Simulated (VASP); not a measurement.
# Be16H (a cell with a defect) in VASP: further runs, part 2 of 2

VASP 6.6.1. The steps go on from the part before.

## 5. Single point, PBE

Contents of INCAR:

```
PREC = Accurate
ENCUT = 520
EDIFF = 1E-6
ISMEAR = -1
SIGMA = 0.05
LREAL = Auto
LASPH = True
NELM = 80
ALGO = Normal
ISIF = 2
LWAVE = False
LCHARG = False
GGA = PE
NBANDS = 30
```

Contents of KPOINTS:

```
regular mesh
0
Gamma
  4 4 3
```

Contents of POSCAR:

```
Be16H
1.0
   -2.2900000000     -3.9663960000      0.0000000000
    3.4350000000     -1.9831980000      0.0000000000
    0.0000000000      0.0000000000      7.1768600000
Be H
16 1
Direct
    0.7501634698      0.5070717164     -0.0044065232
    0.4910864278      0.3370529606      0.2536070092
    0.7501993073      0.4936554334      0.5026340210
    0.4983186518      0.3337926383      0.7497136631
    0.4910485260     -0.0053085518     -0.0043541326
    0.2501176988      0.8281221340      0.2509214336
    0.4983173571     -0.0022670312      0.4995424183
    0.2501637961      0.8286128364      0.7468483431
    0.2501312758      0.5036356977     -0.0015189094
    0.0093806056      0.3371629074      0.2536564737
    0.2501923299      0.5029937221      0.5024794966
    0.0019728362      0.3336948457      0.7497229986
    0.0093099551     -0.0053514419     -0.0043786558
    0.7500876084      0.8241827142      0.2536737515
    0.0019284274     -0.0022034647      0.4995361481
    0.7501847122      0.8376704486      0.7465933570
    0.7503356468      0.1649763119      0.1243503426
```

Potentials or basis: VASP PAW PBE potentials, release 64 (Be, H).

Launch:

```console
cat potpaw_PBE.64/Be/POTCAR potpaw_PBE.64/H/POTCAR > POTCAR
mpirun -np 1 vasp_std > vasp.out
```

OUTCAR:

```text
PREC = Accurate
   ENCUT = 520
   EDIFF = 1E-6
   ISMEAR = -1
   LREAL = Auto
   LASPH = True
   NELM = 80
   ISIF = 2
   GGA = PE

 ion  position               nearest neighbor table
   1  0.750  0.507  0.996-  16 2.22  12 2.22   4 2.22  14 2.24  13 2.27   5 2.27   9 2.29   9 2.29
                             2 2.30  10 2.30   5 2.35  13 2.35
   2  0.491  0.337  0.254-  11 2.20  10 2.21   7 2.22   3 2.23   9 2.24   6 2.24  14 2.27   5 2.30
                             1 2.30   6 2.30  14 2.35  10 2.37
   3  0.750  0.494  0.503-  12 2.21   4 2.21  14 2.22  16 2.22  10 2.23   2 2.23  15 2.28   7 2.28
                            11 2.29  11 2.29  15 2.31   7 2.31
   4  0.498  0.334  0.750-   3 2.21  11 2.21   1 2.22   5 2.22   9 2.22   7 2.24   8 2.27  12 2.27
                            16 2.28   8 2.30  12 2.31  16 2.31
   5  0.491  0.995  0.996-   8 2.20  13 2.21   4 2.22  16 2.23   6 2.24   9 2.24   1 2.27   2 2.30
                             9 2.30  14 2.30   1 2.35  13 2.37
   6  0.250  0.828  0.251-  11 2.22   7 2.22  15 2.22   9 2.22  10 2.24  13 2.24   5 2.24   2 2.24
                            14 2.29  14 2.29  10 2.30   2 2.30
   7  0.498  0.998  0.500-  16 2.21   8 2.21  14 2.22   2 2.22   6 2.22   4 2.24  11 2.27  15 2.27
                             3 2.28  11 2.30  15 2.31   3 2.31
   8  0.250  0.829  0.747-  11 2.18  13 2.20   5 2.20   7 2.21  15 2.21   9 2.22   4 2.27  12 2.27
                            16 2.29  16 2.29  12 2.30   4 2.30
   9  0.250  0.504  0.998-   8 2.22  12 2.22   4 2.22   6 2.22  10 2.24   2 2.24  13 2.24   5 2.24
                             1 2.29   1 2.29  13 2.30   5 2.30
  10  0.009  0.337  0.254-  11 2.20   2 2.21  15 2.22   3 2.23   9 2.24   6 2.24  14 2.27  13 2.30
                             6 2.30   1 2.30  14 2.36   2 2.37
  11  0.250  0.503  0.502-   8 2.18  10 2.20   2 2.20   4 2.21  12 2.21   6 2.22   7 2.27  15 2.27
                             3 2.29   3 2.29   7 2.30  15 2.30
  12  0.002  0.334  0.750-   3 2.21  11 2.21   1 2.22  13 2.22   9 2.22  15 2.24   8 2.27   4 2.27
                            16 2.28   8 2.30   4 2.31  16 2.31
  13  0.009  0.995  0.996-   8 2.20   5 2.21  12 2.22  16 2.23   6 2.24   9 2.24   1 2.27  10 2.30
                             9 2.30  14 2.30   1 2.35   5 2.37
  14  0.750  0.824  0.254-   3 2.22   7 2.22  15 2.22   1 2.24   2 2.27  10 2.27   6 2.29   6 2.29
                             5 2.30  13 2.30   2 2.35  10 2.36
  15  0.002  0.998  0.500-  16 2.21   8 2.21  14 2.22  10 2.22   6 2.22  12 2.24  11 2.27   7 2.27
                             3 2.28  11 2.30   7 2.31   3 2.31
[... 209 lines left out ...]
 number of electron      33.0000000 magnetization

 Free energy of the ion-electron system (eV)
  ---------------------------------------------------
  ext. energy  EPLUGINS =         0.00000000
  ---------------------------------------------------
  free energy    TOTEN  =       -61.72433834 eV

  energy without entropy =      -61.70652124  energy(sigma->0) =      -61.71542979

 E-fermi :   7.5321     XC(G=0): -10.5854

 val. band max:        7.4563518384   @ k =   0.2500   0.0000   0.0000
 cond. band min:       7.5979191191   @ k =   0.5000   0.0000   0.0000
 fundamental gap:      0.1415672807
 Fermi energy:         7.5321263903

 k-point     1 :       0.0000    0.0000    0.0000
  band No.  band energies     occupation
      1      -5.1872      2.00000
      2      -3.0156      2.00000
      3      -2.1744      2.00000
      4      -0.2037      2.00000
      5       0.9661      2.00000
      6       1.5595      2.00000
[... 733 lines left out ...]
     27      13.2259      0.00000
     28      13.4149      0.00000

 [... further k-points ...]

 [bands above 28 left out]

------------------------ aborting loop because EDIFF is reached ----------------------------------------

  FORCE on cell =-STRESS in cart. coord.  units (eV):
  Direction    XX          YY          ZZ          XY          YZ          ZX
  --------------------------------------------------------------------------------------
  -------------------------------------------------------------------------------------
  Total        0.5451620     -0.3166994     -0.5000061     -0.7473560      0.2095270     -0.3617218
  in kB        6.6994657     -3.8919013     -6.1445469     -9.1842161      2.5748652     -4.4451789
  external PRESSURE =      -1.1123275 kB  Pullay stress =       0.0000000 kB

 VOLUME and BASIS-vectors are now :
 -----------------------------------------------------------------------------
  energy-cutoff  :      520.00
  volume of cell :      130.38
      direct lattice vectors                 reciprocal lattice vectors
    -2.290000000 -3.966396000  0.000000000    -0.109170306 -0.189088533  0.000000000
     3.435000000 -1.983198000  0.000000000     0.218340611 -0.126059022  0.000000000
     0.000000000  0.000000000  7.176860000     0.000000000  0.000000000  0.139336702

 POSITION                                       TOTAL-FORCE (eV/Angst)
 -----------------------------------------------------------------------------------
      0.02392     -3.98107      7.14523         0.000844     -0.000255      0.000112
      0.03319     -2.61629      1.82010         0.002128      0.000908     -0.001682
     -0.02225     -3.95460      3.60733         0.006420     -0.002478      0.001961
      0.00543     -2.63851      5.38059        -0.002592     -0.000421     -0.000514
      2.29226     -3.92036      7.14561        -0.002148      0.002100      0.002390
      2.27183     -2.63440      1.80083        -0.004441      0.000260      0.001933
[... 9 lines left out ...]
      1.15948     -4.63680      5.35820        -0.003230      0.002780     -0.000648
     -1.15157     -3.30331      0.89244         0.003667     -0.000879      0.003160
 -----------------------------------------------------------------------------------
    total drift:                               -0.000479      0.000213      0.000044

  FREE ENERGIE OF THE ION-ELECTRON SYSTEM (eV)
  ---------------------------------------------------
  free  energy   TOTEN  =       -61.7243383423 eV

  energy  without entropy=      -61.7065212393  energy(sigma->0) =      -61.71542979
```

OSZICAR:

```text
N       E                     dE             d eps       ncg     rms          rms(c)
DAV:   1     0.347820680878E+02    0.34782E+02   -0.12715E+04  1560   0.931E+02
DAV:   2    -0.580643417290E+02   -0.92846E+02   -0.85399E+02  2076   0.171E+02
DAV:   3    -0.622431722346E+02   -0.41788E+01   -0.40829E+01  2044   0.301E+01
DAV:   4    -0.622880657753E+02   -0.44894E-01   -0.44739E-01  1990   0.370E+00
DAV:   5    -0.622886053990E+02   -0.53962E-03   -0.53934E-03  1958   0.309E-01    0.372E+00
DAV:   6    -0.618775790541E+02    0.41103E+00   -0.10206E-01  2078   0.220E+00    0.223E+00
DAV:   7    -0.617299314218E+02    0.14765E+00   -0.74315E-02  1874   0.177E+00    0.548E-01
DAV:   8    -0.617245779324E+02    0.53535E-02   -0.66897E-03  2034   0.506E-01    0.117E-01
DAV:   9    -0.617243333009E+02    0.24463E-03   -0.35121E-04  1910   0.905E-02    0.342E-02
DAV:  10    -0.617243352786E+02   -0.19777E-05   -0.12311E-04  1890   0.445E-02    0.717E-03
DAV:  11    -0.617243363831E+02   -0.11046E-05   -0.78336E-06  1850   0.125E-02    0.305E-03
DAV:  12    -0.617243379963E+02   -0.16131E-05   -0.10044E-06  1440   0.584E-03    0.540E-04
DAV:  13    -0.617243383423E+02   -0.34608E-06   -0.98167E-08  1218   0.153E-03
   1 F= -.61724338E+02 E0= -.61715430E+02  d E =-.178171E-01
```

stdout:

```text
POSCAR found type information on POSCAR BeH
 POSCAR found :  2 types and      17 ions
 scaLAPACK will be used
 LDA part: xc-table for (Slater+PW92), standard interpolation
 POSCAR, INCAR and KPOINTS ok, starting setup
 FFT: planning ... GRIDC
 FFT: planning ... GRID_SOFT
 FFT: planning ... GRID
 WAVECAR not read
 entering main loop
```

Run time: 3.2 min. Hardware: 1 thread of Intel Xeon Platinum 8259CL at 2.50GHz (Skylake/Cascade Lake), shared host; peak memory 0.26 GiB.

Results:

| Quantity | Value |
| --- | --- |
| Free energy | -61.7243 eV |
| Pressure | -0.1 GPa |
| Largest force | 0.007 eV/Å |
| Band gap on the k mesh | none (metal or under the smearing width) |

Forces on the atoms (eV/Å):
```
Be   0.001  0.000  0.000
Be   0.002  0.001 -0.002
Be   0.006 -0.002  0.002
Be  -0.003  0.000 -0.001
Be  -0.002  0.002  0.002
Be  -0.004  0.000  0.002
Be   0.001 -0.003  0.000
Be   0.002 -0.001 -0.001
Be   0.000 -0.002 -0.005
Be   0.000  0.003 -0.004
Be  -0.001  0.002  0.001
Be   0.001  0.000 -0.001
Be  -0.002  0.001  0.004
Be  -0.002 -0.001 -0.001
Be   0.000  0.000  0.000
Be  -0.003  0.003 -0.001
H    0.004 -0.001  0.003
```

Caveat: the k mesh is coarse (spacing up to 0.40 Å⁻¹), so the values aren't converged.

## 6. Single point, PBE

Contents of INCAR:

```
SYSTEM = Be16H
PREC     = Accurate       ! precision mode
ENCUT    = 520            ! plane-wave cutoff, eV
EDIFF    = 1E-6           ! SCF threshold, eV
ISMEAR   = -1             ! smearing method
SIGMA    = 0.05           ! smearing width, eV
LREAL    = Auto         
LASPH    = .True.         ! aspherical terms in the spheres
NELM     = 60             ! most SCF steps
ALGO     = Normal         ! electronic algorithm
ISIF     = 2              ! what is computed and relaxed
LWAVE    = .False.        ! write WAVECAR
LCHARG   = .True.         ! write CHGCAR
GGA      = PE             ! functional
LELF     = .True.         ! ELF
LVHAR    = .True.       
NBANDS   = 30             ! bands
```

Contents of KPOINTS:

```
regular mesh
0
Gamma
  4 4 3
  0 0 0
```

Contents of POSCAR:

```
Be16H
1.0
   -2.2900000000     -3.9663960000      0.0000000000
    3.4350000000     -1.9831980000      0.0000000000
    0.0000000000      0.0000000000      7.1768600000
Be H
16 1
Direct
    0.7501954651      0.4950240510     -0.0027619321
    0.4909888766      0.3383104883      0.2462287128
    0.7501097336      0.5082108559      0.5042241314
    0.4984362313      0.3350666579      0.7502276762
    0.4983873694     -0.0010884786      0.0002864763
    0.2502293122      0.8293490902      0.2489686297
    0.4910837788     -0.0040352683      0.5041352346
    0.2501826831      0.8300146563      0.7529486433
    0.2501773216      0.5042591169     -0.0026805595
    0.0094587662      0.3385460188      0.2461832891
    0.2502442959      0.5047998363      0.5014996809
    0.0019361501      0.3349914945      0.7502184799
    0.0020051200     -0.0010085226      0.0003008279
    0.7501374599      0.8256663124      0.2462654977
    0.0093619149     -0.0043092328      0.5041685361
    0.7501978442      0.8389985628      0.7531969413
    0.7507294561      0.1670880508      0.3751118177
```

Potentials or basis: VASP PAW PBE potentials, release 64 (Be, H).

Launch:

```console
cat potpaw_PBE.64/Be/POTCAR potpaw_PBE.64/H/POTCAR > POTCAR
mpirun -np 1 vasp_std > vasp.out
```

OUTCAR:

```text
SYSTEM = Be16H
   PREC = Accurate
   ENCUT = 520
   EDIFF = 1E-6
   ISMEAR = -1
   LREAL = Auto
   LASPH = .True.
   NELM = 60
   ISIF = 2
   GGA = PE

 ion  position               nearest neighbor table
   1  0.750  0.495  0.997-   4 2.21  12 2.21  14 2.22  16 2.22  10 2.23   2 2.23  13 2.28   5 2.28
                             9 2.29   9 2.29   5 2.31  13 2.31
   2  0.491  0.338  0.246-   9 2.20  10 2.21   5 2.22   1 2.23  11 2.24   6 2.24  14 2.27   7 2.30
                             3 2.30   6 2.30  14 2.35  10 2.37
   3  0.750  0.508  0.504-  16 2.22   4 2.22  12 2.22  14 2.24  15 2.27   7 2.27  11 2.29  11 2.29
                             2 2.30  10 2.30   7 2.35  15 2.35
   4  0.498  0.335  0.750-   1 2.21   9 2.21   3 2.22   7 2.22  11 2.22   5 2.24   8 2.27  12 2.27
                            16 2.28   8 2.30  12 2.31  16 2.31
   5  0.498  0.999  0.000-  16 2.21   8 2.21  14 2.22   2 2.22   6 2.22   4 2.24   9 2.27  13 2.27
                             1 2.28   9 2.30  13 2.31   1 2.31
   6  0.250  0.829  0.249-   9 2.22   5 2.22  13 2.22  11 2.22  10 2.24  15 2.24   7 2.24   2 2.24
                            14 2.29  14 2.29   2 2.30  10 2.30
   7  0.491  0.996  0.504-   8 2.20  15 2.21   4 2.22  16 2.23   6 2.24  11 2.24   3 2.27   2 2.30
                            14 2.30  11 2.30   3 2.35  15 2.37
   8  0.250  0.830  0.753-   9 2.18  15 2.20   7 2.20   5 2.21  13 2.21  11 2.22   4 2.27  12 2.27
                            16 2.29  16 2.29  12 2.30   4 2.30
   9  0.250  0.504  0.997-   8 2.18  10 2.20   2 2.20   4 2.21  12 2.21   6 2.22   5 2.27  13 2.27
                             1 2.29   1 2.29  13 2.30   5 2.30
  10  0.009  0.339  0.246-   9 2.20   2 2.21  13 2.22   1 2.23   6 2.24  11 2.24  14 2.27  15 2.30
                             3 2.30   6 2.30  14 2.36   2 2.37
  11  0.250  0.505  0.501-   8 2.22   4 2.22  12 2.22   6 2.22   2 2.24  15 2.24  10 2.24   7 2.24
                             3 2.29   3 2.29   7 2.30  15 2.30
  12  0.002  0.335  0.750-   1 2.21   9 2.21   3 2.22  15 2.22  11 2.22  13 2.24   8 2.27   4 2.27
                            16 2.28   8 2.30   4 2.31  16 2.31
  13  0.002  0.999  0.000-  16 2.21   8 2.21  14 2.22  10 2.22   6 2.22  12 2.24   9 2.27   5 2.27
                             1 2.28   9 2.30   5 2.31   1 2.31
  14  0.750  0.826  0.246-   1 2.22   5 2.22  13 2.22   3 2.24  10 2.27   2 2.27   6 2.29   6 2.29
                             7 2.30  15 2.30   2 2.35  10 2.36
  15  0.009  0.996  0.504-   8 2.20   7 2.21  12 2.22  16 2.23   6 2.24  11 2.24   3 2.27  10 2.30
                            14 2.30  11 2.30   3 2.35   7 2.37
  16  0.750  0.839  0.753-   5 2.21  13 2.21   3 2.22   1 2.22  15 2.23   7 2.23  12 2.28   4 2.28
[... 211 lines left out ...]
  ---------------------------------------------------
  ext. energy  EPLUGINS =         0.00000000
  ---------------------------------------------------
  free energy    TOTEN  =       -61.72432635 eV

  energy without entropy =      -61.70651488  energy(sigma->0) =      -61.71542062

 E-fermi :   7.5322     XC(G=0): -10.5854

 val. band max:        7.4577146217   @ k =   0.2500   0.0000   0.0000
 cond. band min:       7.5965233974   @ k =   0.5000   0.0000   0.0000
 fundamental gap:      0.1388087757
 Fermi energy:         7.5321979819

 k-point     1 :       0.0000    0.0000    0.0000
  band No.  band energies     occupation
      1      -5.1878      2.00000
      2      -3.0161      2.00000
      3      -2.1739      2.00000
      4      -0.2046      2.00000
      5       0.9660      2.00000
      6       1.5590      2.00000
[... 733 lines left out ...]
     27      13.2266      0.00000
     28      13.4144      0.00000

 [... further k-points ...]

 [bands above 28 left out]

------------------------ aborting loop because EDIFF is reached ----------------------------------------

  FORCE on cell =-STRESS in cart. coord.  units (eV):
  Direction    XX          YY          ZZ          XY          YZ          ZX
  --------------------------------------------------------------------------------------
  -------------------------------------------------------------------------------------
  Total        0.5445210     -0.3111329     -0.5041948     -0.7400986     -0.2096682      0.3639212
  in kB        6.6915884     -3.8234951     -6.1960221     -9.0950296     -2.5766009      4.4722077
  external PRESSURE =      -1.1093096 kB  Pullay stress =       0.0000000 kB

 VOLUME and BASIS-vectors are now :
 -----------------------------------------------------------------------------
  energy-cutoff  :      520.00
  volume of cell :      130.38
      direct lattice vectors                 reciprocal lattice vectors
    -2.290000000 -3.966396000  0.000000000    -0.109170306 -0.189088533  0.000000000
     3.435000000 -1.983198000  0.000000000     0.218340611 -0.126059022  0.000000000
     0.000000000  0.000000000  7.176860000     0.000000000  0.000000000  0.139336702

 POSITION                                       TOTAL-FORCE (eV/Angst)
 -----------------------------------------------------------------------------------
     -0.01754     -3.95730      7.15704         0.005121     -0.002790     -0.001652
      0.03773     -2.61839      1.76715        -0.001278     -0.001146      0.002153
      0.02795     -3.98311      3.61875         0.006339     -0.005708      0.003416
      0.00954     -2.64150      5.38428        -0.001288      0.001840     -0.005475
      2.28995     -3.95784      0.00206         0.003967     -0.003411      0.000034
      2.27579     -2.63727      1.78681        -0.003885      0.000515     -0.004001
[... 9 lines left out ...]
      1.16401     -4.63948      5.40559        -0.004915      0.003213      0.002080
     -1.14522     -3.30906      2.69212         0.000999      0.002768      0.002883
 -----------------------------------------------------------------------------------
    total drift:                                0.000021     -0.000003      0.001120

  FREE ENERGIE OF THE ION-ELECTRON SYSTEM (eV)
  ---------------------------------------------------
  free  energy   TOTEN  =       -61.7243263526 eV

  energy  without entropy=      -61.7065148834  energy(sigma->0) =      -61.71542062
```

stdout:

```text
POSCAR found type information on POSCAR BeH
 POSCAR found :  2 types and      17 ions
 scaLAPACK will be used
 LDA part: xc-table for (Slater+PW92), standard interpolation
 POSCAR, INCAR and KPOINTS ok, starting setup
 FFT: planning ... GRIDC
 FFT: planning ... GRID_SOFT
 FFT: planning ... GRID
 WAVECAR not read
 entering main loop
```

It took 3 min on 1 thread of Intel Xeon Platinum 8259CL at 2.50GHz (Skylake/Cascade Lake), shared host; peak memory 0.26 GiB.

What came out:

```yaml
Free_energy: -61.7243 eV
Pressure: -0.1 GPa
Largest_force: 0.009 eV/Å
Band_gap_on_the_k_mesh: none (metal or under the smearing width)
```

Forces on the atoms (eV/Å):
```
Be   0.005 -0.003 -0.002
Be  -0.001 -0.001  0.002
Be   0.006 -0.006  0.003
Be  -0.001  0.002 -0.005
Be   0.004 -0.003  0.000
Be  -0.004  0.001 -0.004
Be  -0.002  0.002  0.000
Be  -0.002  0.000  0.005
Be  -0.002  0.000  0.004
Be  -0.002  0.005  0.005
Be   0.002 -0.002  0.001
Be  -0.001 -0.001 -0.006
Be   0.003 -0.001  0.000
Be  -0.003  0.001 -0.005
Be   0.002  0.001 -0.002
Be  -0.005  0.003  0.002
H    0.001  0.003  0.003
```

Stress tensor (GPa, compression positive):
```
 0.67 -0.91  0.45
-0.91 -0.38 -0.26
 0.45 -0.26 -0.62
```

Caveat: the k mesh is coarse (spacing up to 0.40 Å⁻¹), so the values aren't converged.

## 7. Summary

| cell | gap on the mesh (eV) | pressure (GPa) | largest force (eV/Å) |
| --- | --- | --- | --- |
| Pmm2, 7.67 Å³/atom | none | 1.7 | 0.01 |
| Pm, 7.67 Å³/atom | none | 0.5 | 0.56 |
| P1, 7.67 Å³/atom | none | -0.1 | 0.01 |

Some of these runs hold the atoms at other places in the same cell, which the table doesn't show; runs alike in all that it shows share one row.

Alike in all rows: task single point; level PBE; potentials or basis VASP PAW PBE potentials, release 64 (Be, H); no spin polarisation; k mesh 4 × 4 × 3; cutoff (eV) 520; smearing fermi-dirac 0.05 eV; the mesh is coarse, so values aren't converged.

Caveats: all runs use coarse meshes.

Absolute energies hang on the potentials; compare differences alone.
